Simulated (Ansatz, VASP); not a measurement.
# ZrGe in two plane-wave programs

Aim: how closely do two programs agree when they are given the same cell, functional and k mesh? The cell is generated by rule, not measured, and may not be a known phase. The cell is taken from a series of runs on this material, whose earlier steps may have relaxed, scaled, displaced or heated it; both programs get it as it stands.

Calculated with Ansatz 0.2.0; plane waves, with VASP 6.6.1 beside it; single point at PBE.

The structure was built from a prototype and need not be the compound's stable phase.

## (1) The starting structure

The structure is cubic, space group Fm-3m (No. 225). Conventional cell: a = 5.440 Å, b = 5.440 Å, c = 5.440 Å, α = 90.00°, β = 90.00°, γ = 90.00°. Zr has 6 Ge at 2.72 Å nearest. Nearest to Ge lie 6 Zr at 2.72 Å. Farther neighbours are not listed.

Coordinates:

```cif
data_structure
_symmetry_space_group_name_H-M 'P 1'
_symmetry_Int_Tables_number 1
_cell_length_a 3.8467
_cell_length_b 3.8467
_cell_length_c 3.8467
_cell_angle_alpha 60.000
_cell_angle_beta 60.000
_cell_angle_gamma 60.000
_cell_volume 40.25
loop_
_atom_site_label
_atom_site_type_symbol
_atom_site_fract_x
_atom_site_fract_y
_atom_site_fract_z
_atom_site_occupancy
Zr1 Zr 0.00000 0.00000 0.00000 1
Ge2 Ge 0.50000 0.50000 0.50000 1
```

## (2) VASP: single point, PBE

A single point gives forces, pressure and levels at one fixed geometry, so differences don't come from the geometry; what else differs is listed under the comparison.

Lines of VASP's logs that name or quote its potential files are left out, and so is its time.

File INCAR:

```
SYSTEM = ZrGe
PREC = Accurate
ENCUT = 500
EDIFF = 1E-06
NELM = 120
ISMEAR = 0
SIGMA = 0.1
LREAL = .FALSE.
ALGO = Normal
GGA = PE
NBANDS = 19
LASPH = .TRUE.
LORBIT = 11
LWAVE = .FALSE.
LCHARG = .FALSE.
ISIF = 2
GGA_COMPAT = .FALSE.
```

File POSCAR:

```
ZrGe
1.0
    0.0000000000      2.7200000000      2.7200000000
    2.7200000000      0.0000000000      2.7200000000
    2.7200000000      2.7200000000      0.0000000000
Zr Ge
1 1
Direct
    0.0000000000      0.0000000000      0.0000000000
    0.5000000000      0.5000000000      0.5000000000
```

File KPOINTS:

```
Automatic mesh
0
Gamma
6 6 6
0 0 0
```

The projector-augmented-wave data sets are Zr_sv and Ge_d (PBE family, release 64).

Run with:

```
mpirun -np 1 vasp_std
```

Numbers of over 12 decimals in the logs are rounded to 6 here.

What it wrote:

```text
[banner, memory and clock lines left out]
running    1 mpi-ranks, on    1 nodes
 distrk:  each k-point on    1 cores,    1 groups
 distr:  one band on    1 cores,    1 groups

 POSCAR found type information on POSCAR ZrGe
 POSCAR found :  2 types and       2 ions
 LDA part: xc-table for (Slater+PW92), standard interpolation
 POSCAR, INCAR and KPOINTS ok, starting setup
 FFT: planning ... GRIDC
 FFT: planning ... GRID_SOFT
 FFT: planning ... GRID
 WAVECAR not read
 entering main loop
       N       E                     dE             d eps       ncg     rms          rms(c)
DAV:   1     0.235302551819E+03    0.23530E+03   -0.13920E+04   711   0.311E+03
DAV:   2     0.105296532260E+02   -0.22477E+03   -0.21832E+03   633   0.642E+02
DAV:   3    -0.143487504264E+02   -0.24878E+02   -0.24524E+02   686   0.138E+02
DAV:   4    -0.155476099750E+02   -0.11989E+01   -0.11941E+01   952   0.288E+01
DAV:   5    -0.155725653435E+02   -0.24955E-01   -0.24946E-01   724   0.336E+00    0.133E+01
DAV:   6    -0.145569408191E+02    0.10156E+01   -0.25238E+00   999   0.374E+01    0.449E+00
DAV:   7    -0.145238528807E+02    0.33088E-01   -0.27351E-01   808   0.492E+00    0.163E+00
DAV:   8    -0.145238023963E+02    0.50484E-04   -0.22166E-02   796   0.241E+00    0.238E-01
DAV:   9    -0.145236826341E+02    0.11976E-03   -0.25322E-03   842   0.804E-01    0.750E-02
DAV:  10    -0.145237069590E+02   -0.24325E-04   -0.26235E-04   707   0.187E-01    0.183E-02
DAV:  11    -0.145237028229E+02    0.41361E-05   -0.20756E-05   857   0.604E-02    0.605E-03
DAV:  12    -0.145237021574E+02    0.66544E-06   -0.74661E-07   423   0.118E-02
   1 F= -.14523702E+02 E0= -.14521500E+02  d E =-.440409E-02
```

From OUTCAR (step 2):

```text
ion  position               nearest neighbor table
   1  0.000  0.000  0.000-   2 2.72   2 2.72   2 2.72   2 2.72   2 2.72   2 2.72
   2  0.500  0.500  0.500-   1 2.72   1 2.72   1 2.72   1 2.72   1 2.72   1 2.72

  LATTYP: Found a face centered cubic cell.
 ALAT       =     5.4400000000

 Subroutine GETGRP returns: Found 48 space group operations
 (whereof 48 operations were pure point group operations)

The static configuration has the point symmetry O_h .

 Found     16 irreducible k-points:

   k-points           NKPTS =     16   k-points in BZ     NKDIM =     16   number of bands    NBANDS=     19

   dimension x,y,z NGX =    28 NGY =   28 NGZ =   28
   dimension x,y,z NGXF=    56 NGYF=   56 NGZF=   56

   ENCUT  =  500.0 eV  36.75 Ry    6.06 a.u.   7.01  7.01  7.01*2*pi/ulx,y,z

   NELECT =      26.0000    total number of electrons

 k-points in reciprocal lattice and weights: Automatic mesh
   0.00000000  0.00000000  0.00000000       0.005
   0.16666667  0.00000000  0.00000000       0.037
   0.33333333  0.00000000  0.00000000       0.037
   0.50000000  0.00000000  0.00000000       0.019
   0.16666667  0.16666667  0.00000000       0.028
   0.33333333  0.16666667  0.00000000       0.111
   0.50000000  0.16666667  0.00000000       0.111
  -0.33333333  0.16666667  0.00000000       0.111
  -0.16666667  0.16666667  0.00000000       0.056
[...]
-0.33333333  0.33333333  0.16666667       0.111
  -0.33333333  0.50000000  0.16666667       0.056

 average (electrostatic) potential at core
       1 -75.7342       2 -70.2639

 E-fermi :   8.1183

 k-point     1 :       0.0000    0.0000    0.0000
  band No.  band energies     occupation
    ...
      6     -15.6603      2.00000
      7     -15.6189      2.00000
      8     -15.6189      2.00000
      9     -15.6189      2.00000
     10      -2.1178      2.00000
     11       8.3720      0.00033
     12       8.3720      0.00033
     13       8.3720      0.00033
     14       9.1630      0.00000
     15       9.1630      0.00000
    ...

 k-point     2 :       0.1667    0.0000    0.0000
  band No.  band energies     occupation
    ...
      9     -15.6164      2.00000
     10      -1.6702      2.00000
     11       7.0327      2.00000
     12       7.6058      2.00000
     13       7.6058      2.00000
     14       8.9143      0.00000
     15       8.9143      0.00000
     16      10.2834      0.00000
     17      12.5312      0.00000
     18      12.5312      0.00000
    ...

 k-point     3 :       0.3333    0.0000    0.0000
  band No.  band energies     occupation
    ...
      9     -15.6102      2.00000
     10      -0.4955      2.00000
     11       4.6885      2.00000
     12       6.4102      2.00000
     13       6.4102      2.00000
     14       9.8803      0.00000
     15       9.8803      0.00000
     16      10.5837      0.00000
     17      14.6438      0.00000
     18      15.2052      0.00000
    ...

  Total        0.6073568      0.6073568      0.6073568      0.0000000      0.0000000     -0.0000000
  in kB       24.1778547     24.1778547     24.1778547      0.0000000      0.0000000     -0.0000000
  external PRESSURE =      24.1778547 kB  Pullay stress =       0.0000000 kB

  energy-cutoff  :      500.00
  volume of cell :       40.25
      direct lattice vectors                 reciprocal lattice vectors
     0.000000000  2.720000000  2.720000000    -0.183823529  0.183823529  0.183823529
     2.720000000  0.000000000  2.720000000     0.183823529 -0.183823529  0.183823529
     2.720000000  2.720000000  0.000000000     0.183823529  0.183823529 -0.183823529

 POSITION                                       TOTAL-FORCE (eV/Angst)
 -----------------------------------------------------------------------------------
      0.00000      0.00000      0.00000         0.000000      0.000000     -0.000000
      2.72000      2.72000      2.72000        -0.000000     -0.000000      0.000000
 -----------------------------------------------------------------------------------
    total drift:                                0.000000      0.000000      0.000000

  FREE ENERGIE OF THE ION-ELECTRON SYSTEM (eV)
  ---------------------------------------------------
  free  energy   TOTEN  =       -14.5237021574 eV

  energy  without entropy=      -14.5192980672  energy(sigma->0) =      -14.52150011

 total charge
# of ion       s       p       d       tot
------------------------------------------
    1        2.148   5.976   1.674   9.798
    2        1.156   1.395  10.005  12.556
--------------------------------------------------
tot          3.304   7.371  11.678  22.353

[... 3 further parts left out ...]
```

The run ends at a pressure of 2.42 GPa.

## (3) Ansatz: single point, PBE

Ansatz runs on its default PAW (the set named soft_2) files.

The same cell, functional, mesh and smearing now go to Ansatz, which takes its cutoff from its data sets.

File input.yaml:

```yaml
crystal:
  lattice:
    - [0.0, 2.72, 2.72]
    - [2.72, 0.0, 2.72]
    - [2.72, 2.72, 0.0]
  atoms:
    - { symbol: Zr, position: [0.0, 0.0, 0.0] }
    - { symbol: Ge, position: [0.5, 0.5, 0.5] }
kpoints:
  mp_grid: { grid: [6, 6, 6] }
hamiltonian:
  xc: pbe
scf:
  occupations: { method: gaussian, width: 0.1 }
output:
  forces: true
  stress: true
  eigenvalues: true
```

Run with:

```
ansatz run input.yaml --threads 4 --pin off --max-ram 7168MiB --backend cpu --events-out ev --progress --plain --runs-dir out
```

What it wrote:

```text
Engine: ansatz 0.2.0, aarch64-unknown-linux-gnu
Pseudopotentials: kind: paw
Pseudopotential: Zr, paw, valence charge 12, recommended cutoff 420 eV (normal), Zr.paw.azcp
Pseudopotential: Ge, paw, valence charge 14, recommended cutoff 420 eV (normal), Ge.paw.azcp
Functional definition: PBE
  parameter kappa = 0.804
  parameter beta = 0.066725
  exchange = pbe_x(kappa = kappa, mu = beta*pi^2/3)
  correlation = pbe_c(beta = beta)
Crystal: 2 atoms, lattice volume = 40.247 Å³
Basis set: ecut = 420 eV, 749 PW (Γ), exchange–correlation on 54×54×54 points (8 copies of the dense FFT grid, shifted against one another)
Bands: 17, of which v1, the nominal top of the filled ones, is band 13 counted from 1 (12 counted from 0)
Symmetry: 48 space group operations
Space group: Fm-3m (ITA 225), of the structure as read, at distance tolerance 3.4e-5 Å
k-points: 16 of 216
Non-local potential: Zr, projectors of the file, l = 0: 3, l = 1: 2, l = 2: 2, l = 3: 2
Non-local potential: Ge, projectors of the file, l = 0: 2, l = 1: 2, l = 2: 3, l = 3: 1
PAW form: soft (Blöchl's): semilocal exchange-correlation on the pseudo side does not see the compensation charge
PAW one-centre angular grid: Zr, 590 points (default); XC on 64 Gauss nodes
PAW one-centre angular grid: Ge, 590 points (default); XC on 64 Gauss nodes
Initial density: superposition of atomic densities (neutral atoms: chi_scale 0, normalization atom), corrected by the library's trained network
Initial wavefunctions: pseudopotential atomic-orbital guess
Functional: x = pbe(κ = 0.804, μ = 0.219515), c = pbe(β = 0.066725)
SCF iter   1: F=—  HF=-8480.311539 eV  |F-HF|=—  |Δ(HF+E_count)|=         —  Δρ=3.11e-3  dr2=2.85e-3  ethr=1.77e-3  ⟨swp⟩=4.9  Hψ=1147  notcnv=0
preconditioner: auto → none  [insulator: Δε(μ)=0.284 eV  Ē_g=20.685 eV  σ=0.100 eV  W_gap=0.61  n_scr=14 (ndim 8)  ℏωp=28.7 eV  f_vac=0.000  D(μ)=0.90/eV (n_scr^D=8)  ε∞_Penn≈2.9]
SCF iter   2: F=—  HF=-8480.311062 eV  |F-HF|=—  |Δ(HF+E_count)|=   4.77e-4  Δρ=1.46e-3  dr2=4.53e-4  ethr=1.09e-5  ⟨swp⟩=2.0  Hψ=461  notcnv=0
SCF iter   3: F=—  HF=-8480.311097 eV  |F-HF|=—  |Δ(HF+E_count)|=   3.49e-5  Δρ=3.48e-4  dr2=2.22e-5  ethr=1.74e-6  ⟨swp⟩=2.1  Hψ=401  notcnv=0
SCF iter   4: F=—  HF=-8480.311081 eV  |F-HF|=—  |Δ(HF+E_count)|=   1.63e-5  Δρ=8.22e-5  dr2=1.33e-6  ethr=8.52e-8  ⟨swp⟩=2.1  Hψ=418  notcnv=0
iter 5 did not close the SCF: its close was put off for the readings that it lacked (scf_convergence_deferred on its scf_iter line)
SCF iter   5: F=-8480.311081 eV  HF=-8480.311081 eV  |F-HF|=3.67e-8  |Δ(HF+E_count)|=   2.47e-7  Δρ=1.34e-5  dr2=6.21e-8  ethr=5.11e-9  ⟨swp⟩=2.1  Hψ=464  notcnv=0
SCF iter   6: F=-8480.311081 eV  HF=-8480.311081 eV  |F-HF|=3.19e-9  |Δ(HF+E_count)|=   2.19e-8  Δρ=4.15e-6  dr2=6.14e-9  ethr=2.39e-10  ⟨swp⟩=2.0  Hψ=970  notcnv=0
SCF 1 converged in 6 iterations: F = -8480.311081 eV  dr2 = 6.14e-9
  greatest PAW one-centre occupation: 0.998 electrons in one spin orbital (limit 2), on the Ge atom at site 1 (counted from 0), in its partial waves of l = 2
SCF converged after 6 iterations
Free energy (F): -8480.311081 eV
Harris-Foulkes:  -8480.311081 eV  (|F-HF|=3.19e-9)
Internal energy: -8480.306687 eV  (E = F + TS)
E sigma→0 (E₀):  -8480.308884 eV
Entropy (-TS):   -0.004394 eV (-2.197 meV/atom)
Fermi energy:    13.010958 eV
--- Per-component energies (eV) ---
  E_band       = -188.604613
  E_kinetic    = 446.100518
  E_local      = -2846.460002  (includes V_loc(G=0)·N_el)
  E_nonlocal   = 497.921726
  E_hartree    = 1181.868820
  E_xc         = -238.760043
  E_vxc        = -257.609279  (∫ρ·V_xc dr)
  E_paw        = -4973.242254  (= ΣΔE_a)
  E_vpaw       = -392.293108  (= ΣTr[D̂ρ^β])
  E_aug_tail   = 0.000379  (compensation charges beyond the density's cutoff)
  E_ewald      = -2547.735832
  E_smearing   = -0.004394  (= −TS)
  E_closure    = -0.000000  (closes the sum)
  Σ components = -8480.311081   (vs F -8480.311081, Δ=0.00e0)
--- Forces (eV/Å), atoms counted from 1 ---
  atom   1  Zr    -0.00000000     0.00000000    -0.00000000
  atom   2  Ge     0.00000000    -0.00000000     0.00000000
  max |Σ_I F_I| component: 3.23e-29 eV/Å
--- Stress (GPa, compression-positive) ---
        2.311482       0.000000      -0.000000
       -0.000000       2.311482       0.000000
        0.000000      -0.000000       2.311482
  P = ⅓ Tr σ = 2.3115 GPa (23.115 kbar)
--- Band table (eV; the first three rows and the last of 16) ---
  k-point 0: bands = [... 9 lower, 2.7733, 13.2633, 13.2633, 13.2633, 14.0536, 14.0536, 15.4447, 15.4447]
  k-point 1: bands = [... 9 lower, 3.2214, 11.9253, 12.4980, 12.4980, 13.8054, 13.8054, 15.1763, 17.4223]
  k-point 2: bands = [... 9 lower, 4.3975, 9.5817, 11.3025, 11.3025, 14.7709, 14.7709, 15.4755, 19.5326]
  k-point 15: bands = [... 9 lower, 4.8733, 10.3344, 10.7769, 11.2678, 14.6302, 15.9665, 16.1203, 16.1692]
```

The column dr2 measures how far the density is from self-consistency, as an energy; F and HF (Harris–Foulkes) agree once it is small.

The run ends at a pressure of 2.31 GPa.

## (4) Differences

Known differences besides the potentials themselves: the cutoff is 420 eV in Ansatz and 500 eV in VASP. Total energies have different zeros and are not compared.

The two programs side by side:

| quantity | Ansatz | VASP | difference |
| --- | --- | --- | --- |
| pressure (GPa) | 2.31 | 2.42 | -0.11 |

## (5) Summary of results

```
difference in pressure (single point, PBE) : -0.11 GPa
```

The difference in pressure is -0.11 GPa (single point, PBE), within the 1 GPa picked in this series as the mark of a large difference. How closely two codes agree says nothing of how well the functional describes the real material.

[Lines on the potential files, build, host, timing and source positions are cut from VASP's logs without a mark.]

[Logs are printed without paths, hosts, clocks, repeated set-up lines and the standing remarks that a program may print on its own settings, such as how far it seeks lower states.]

[Hosts, paths, dates, database ids (printed as entryN), source tags and the programs' standing remarks are cut or masked in the printed files.]
